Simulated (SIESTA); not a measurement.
The system is MgO.

```xyz
2
Lattice="2.9380 0.0000 0.0000 -1.4690 2.5444 0.0000 0.0000 0.0000 2.6797" Properties=species:S:1:pos:R:3 pbc="T T T"
Mg    0.0000    0.0000    0.0000
O     0.0000    1.6963    1.3398
```

Measurements of this composition are mostly on another form, of space group No. 225.

* Program: SIESTA 5.4.2
* Task: single point
* Functional: PBE
* Potentials or basis: PseudoDojo 0.4 standard (PBE files)
* Basis: DZP (energy shift 0.002 Ry)
* Grid cutoff: 800 Ry
* Energy shift: 0.002 Ry
* k mesh: 10 × 10 × 10
* Occupations: fermi-dirac, width 0.05 eV
* Spin: no spin polarisation

On this cell: pressure 2.3 GPa; largest force under 0.003 eV/Å; band gap on the k mesh 2.92 eV, indirect (least direct gap 3.32 eV).

The same run follows on a disturbed copy (atoms moved at random, drawn with an rms of 0.05 Å):

```
Mg O
1.0
     2.93802    0.00000    0.00000
    -1.46901    2.54440    0.00000
     0.00000    0.00000    2.67968
Mg O
1 1
Direct
  0.00894 0.00303 0.00281
  0.34020 0.65774 0.50280
```

**Question.** What does the disturbed cell give?

**Answer.** The energy moves by +1.2 meV/atom; pressure 2.3 GPa; largest force 0.141 eV/Å; band gap on the k mesh 2.92 eV, indirect (least direct gap 3.32 eV).

Forces on the atoms (eV/Å):
```
Mg   0.042 -0.134 -0.004
O   -0.047  0.132  0.001
```

Stress tensor (GPa, compression positive):
```
1.84 0.09 0.00
0.09 2.27 0.00
0.00 0.00 2.71
```

Caveats: semicore shells carry a single zeta, which can move pressures by several GPa and volumes by a few percent; the basis of atomic orbitals isn't converged, which shifts pressures, moduli and gaps.

A k mesh can miss the band edges.
